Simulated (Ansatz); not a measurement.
KZnF3: changing the functional

```xyz
5
Lattice="4.0500 0.0000 0.0000 0.0000 4.0500 0.0000 0.0000 0.0000 4.0500" Properties=species:S:1:pos:R:3 pbc="T T T"
Zn    2.0250    2.0250    2.0250
K     0.0000    0.0000    0.0000
F     2.0250    0.0000    2.0250
F     0.0000    2.0250    2.0250
F     2.0250    2.0250    0.0000
```

The cell comes from a database or a generator and needn't be the form met in nature.

Kept alike: task equation of state; k mesh 7 × 7 × 7; occupations fermi-dirac, width 0.05 eV; no spin polarisation. Program: Ansatz, Ansatz PAW. Cutoffs run from 420 to 500 eV. The mesh is that of the run's cell of 5 atoms. No spin-orbit coupling.

| run | volume (Å³/atom) | bulk modulus (GPa) |
| --- | --- | --- |
| A | 13.309 | 79.7 |
| B | 12.545 | 96.1 |
| C | 13.251 | 84.6 |

Volume and modulus come from cells scaled at fixed shape and fractions. All rows use potentials made for PBE.

**Question.** The runs differ in the functional (and the cutoff that goes with it) alone: LDA; PBEsol; r2SCAN. Which run is which?

**Answer.** Run A is PBEsol; run B is LDA; run C is r2SCAN. The volume runs from 12.545 (LDA) to 13.309 Å³/atom (PBEsol). The bulk modulus runs from 79.7 (PBEsol) to 96.1 GPa (LDA).
